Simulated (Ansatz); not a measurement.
**Calculated quadrupolar parameters for Cu₂O**

The cell is a COD entry, its atoms then relaxed with PBE in this cell.

Space group Pn-3m:1 (No. 224); a = 4.2600 Å.

| site | Wyckoff | site symmetry | x | y | z |
| --- | --- | --- | --- | --- | --- |
| Cu | 4b | .-3m | 0.2500 | 0.2500 | 0.2500 |
| O | 2a | -43m | 0.0000 | 0.0000 | 0.0000 |

One atom of each set is listed.

All values are calculated (Ansatz; DFT, LDA, plane waves and PAW, scalar-relativistic, 420 eV cutoff, Γ-centred 7×7×7 k-points, Fermi–Dirac smearing 0.02 eV), not measured.

Conventions: |V_zz| ≥ |V_yy| ≥ |V_xx|, η = (V_xx − V_yy)/V_zz, C_Q = eQV_zz/h.

⁶⁵Cu: I = 3/2, Q = -204.0 mb; ¹⁷O: I = 5/2, Q = -25.58 mb. Nuclear quadrupole moments: year-2017 set (Pyykkö).

(1) Give the quadrupolar parameters of the distinct sites.

Answers

(1) 

```csv
site,atoms,first shell,V_zz (10²¹ V/m²),η,C_Q (MHz)
Cu,4,"2 O at 1.84 Å, angle 180°",-4.98,0.00,24.6
O,2,4 Cu at 1.84 Å,0.00,–,0
```

An axis of threefold or higher order runs through Cu, so V_zz lies along it and η is zero. O sits on a cubic site, where every gradient vanishes.

At this cell the LDA pressure is -8 GPa, so with LDA the cell would shrink if it were relaxed. Semilocal functionals underestimate gradients at Cu(I) with two or three neighbours, in Cu₂O by a fifth to nearly a half.
